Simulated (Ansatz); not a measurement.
**P under changes of volume**

One of the cells (20.458 Å³/atom); the others are scaled copies at fixed shape and fractional positions:

```
P
1.0
     1.64774   -5.46504    0.00000
     1.64774    5.46504    0.00000
     0.00000    0.00000    4.54364
P
4
Direct
  0.90414 0.09586 0.58882
  0.09586 0.90414 0.41118
  0.59586 0.40414 0.08882
  0.40414 0.59586 0.91118
```

| Quantity | Value |
| --- | --- |
| Program | Ansatz 0.2.0 |
| Functional | rPW86-PBE |
| Potentials or basis | Ansatz PAW |
| Cutoff | 420 eV (not typed: the program's choice for these potentials) |
| k mesh | 8 × 8 × 6 |
| Occupations | fermi-dirac, width 0.05 eV |
| Spin | no spin polarisation |

| volume (Å³/atom) | energy over the lowest point (meV/atom) | pressure (GPa) | gap on the mesh (eV) | largest force (eV/Å) |
| --- | --- | --- | --- | --- |
| 19.230 | 77.26 | 10.7 | 0.06 | 1.001 |
| 19.639 | 52.83 | 8.5 | 0.09 | 0.798 |
| 20.049 | 33.66 | 6.5 | 0.12 | 0.610 |
| 20.458 | 19.23 | 4.8 | 0.15 | 0.435 |
| 20.867 | ? | ? | ? | ? |
| 21.276 | 2.79 | 1.8 | 0.23 | 0.125 |
| 21.685 | 0.00 | 0.5 | 0.26 | 0.033 |

**Question.** What does the run at 20.867 Å³/atom give?

**Answer.** Energy over the lowest point 9.08 meV/atom; pressure 3.2 GPa; gap on the mesh 0.19 eV; largest force 0.274 eV/Å.

Worked out: A Birch-Murnaghan fit of order 3 (a polynomial in V^(-2/3)) to the other rows has its minimum at 21.84 Å³/atom, just outside them, with B0 = V·E''(V) = 63 GPa and B' = 4.4 at fixed shape and positions, which overstates the stiffness. It gives 9.08 meV/atom at 20.867 Å³/atom, against the run's 9.08, and -dE/dV = 3.2 GPa, against 3.2.

Energies are extrapolated to zero smearing.

Caveats: the PAW data sets come from PBE, with cores solved anew for the run's functional, which leaves a small shift of forces and pressure; forces of over 1 eV/Å show positions far from the minimum, so gaps and moduli don't describe the material at rest (some runs).

A mesh can miss the band edges.
